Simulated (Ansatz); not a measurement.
# Calculated 17O NMR of the central transition for SiO2

Cell: a COD entry.

Space group Pbcn (No. 60); a = 4.0970, b = 5.0462, c = 4.4946 Å.

```
site  Wyckoff  site symmetry       x       y       z
  Si       4c            .2.  0.0000  0.1522  0.2500
   O       8d              1  0.7336  0.6245  0.9186
```

One atom of each set is listed.

Method: Kohn–Sham DFT in Ansatz, PBE, plane waves and PAW, scalar-relativistic, 420 eV cutoff, Γ-centred 5×4×5 k-points, Fermi–Dirac smearing 0.02 eV.

17O has I = 5/2 and Q = -25.58 mb (Pyykkö 2018); at 18.8 T its Larmor frequency is ν₀ = 108.6 MHz. Only the quadrupole interaction is simulated: positions count from each site's isotropic chemical shift, and J coupling is left out, as are shift anisotropy and dipolar coupling, which fast spinning averages.

Question: Simulate the second-order pattern (fast magic-angle spinning, Gaussian broadening 0.2 kHz) of site O (3 Si at 1.74–1.85 Å).

Answer: The calculation gives C_Q = 7.22 MHz and η = 0.46, so ν_Q = 1.08 MHz and the centre of gravity lies at -28.5 ppm (-3.09 kHz).

```csv
offset (kHz),height
-7.866,0
-7.660,0
-7.454,5
-7.248,9
-7.042,9
-6.836,9
-6.630,9
-6.424,9
-6.218,10
-6.012,10
-5.806,20
-5.600,31
-5.394,33
-5.188,35
-4.982,38
-4.776,41
-4.570,47
-4.364,58
-4.158,100
-3.952,99
-3.746,78
-3.540,72
-3.334,69
-3.128,68
-2.922,70
-2.716,73
-2.510,80
-2.303,99
-2.097,96
-1.891,75
-1.685,66
-1.479,60
-1.273,55
-1.067,52
-0.861,48
-0.655,46
-0.449,41
-0.243,13
-0.037,0
0.169,0
```

At O V_zz stands upright on the plane through its three neighbours (within 2°).

At this cell the PBE pressure is 6 GPa, so with PBE the cell would grow if it were relaxed. The largest force is 1.0 eV/Å, so the atoms aren't at the calculated equilibrium and relaxing them would move these values.

The run took 9.6 s of wall time (9.6 s of CPU time) and 0.4 GiB at its peak, on 1 thread of Arm Neoverse V2 (aarch64; 8 cores open to the job, memory cap 2.5 GiB, no GPU), a shared host with a load of 0.7 a core.
